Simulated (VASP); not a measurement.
Here is a VASP 6.6.1 calculation.

Contents of INCAR:

```
PREC     = Accurate       # precision mode
ENCUT    = 520            # plane-wave cutoff, eV
EDIFF    = 1E-6           # SCF threshold, eV
ISMEAR   = -1             # smearing method
SIGMA    = 0.05           # smearing width, eV
LREAL    = Auto         
LASPH    = True           # aspherical terms in the spheres
NELM     = 100            # most SCF steps
ALGO     = Fast           # electronic algorithm
ISIF     = 2              # what is computed and relaxed
LWAVE    = False          # write WAVECAR
LCHARG   = False          # write CHGCAR
GGA      = PE             # functional
IVDW     = 12             # dispersion correction
NBANDS   = 59             # bands
```

KPOINTS

```
Automatic mesh
0
Gamma
  1 1 1
```

File POSCAR:

```
H16CO10
1.0
    5.2414450000      0.0000000000      0.0000000000
    0.0000000000      5.3361770000      0.0000000000
    0.0000000000      0.0000000000      4.8311280000
O H C
10 16 1
Direct
    0.6731540634      0.8007980245      0.8892126228
    0.0885252063      0.3707897995     -0.0108463282
    0.3863438422      0.1068555260      0.5771736953
    1.0251562308      0.7431162797      0.2732695139
    0.1101223041      0.8230798941      0.7962322671
    0.5819006018      0.4267849436      0.2122278689
    0.3660059392      0.5032066965      0.7558897218
    0.3559133025      0.9972120490      0.1084218841
    0.7827230850      0.5445846343      0.5433099682
    0.8448433590      0.1264763144      0.5531834387
    0.5206388696      0.9914026465      0.6580864759
    0.8671272903      0.8163522312      0.8706041322
    0.1221418903      0.5698086851      0.2035342471
   -0.0825535706      0.3529305718      0.0701285497
    0.3594428636      0.0001311801      0.3518846944
    0.2438068128     -0.0252615309      0.7746224070
    1.1879930057      0.8855590810      0.1336747857
    0.8365250422      0.7129823467      0.2284352640
    0.2224768170      0.6120111833      0.8120463792
    0.0626544779      0.8015101448      0.6067941069
    0.4963707527      0.4352554272      0.0295376152
    0.5308078211      0.2802006005      0.3220986900
    0.5342419886      0.6079258615      0.7205563587
    0.3291267961      0.3289433615      0.6685809194
    0.5690415525      0.9079533906      0.0011798487
    0.2185656818      1.2104920808      0.0736266975
    0.8468847808      0.3370015650      0.5892826686
```

Potentials or basis: VASP PAW PBE potentials, release 64 (O, H, C).

Launch:

```sh
$ cat potpaw_PBE.64/O/POTCAR potpaw_PBE.64/H/POTCAR potpaw_PBE.64/C/POTCAR > POTCAR
$ mpirun -np 1 vasp_gam > vasp.out
```

(1) Predict the largest force.

(2) Predict the dispersion energy per atom.

(3) What does it give for the band gap on the k mesh?

Answers

(1) 5.233 eV/Å.

(2) -0.082 eV.

(3) 3.90 eV, direct.

Caveat: the standard files for N, O and F lose accuracy on very short bonds.
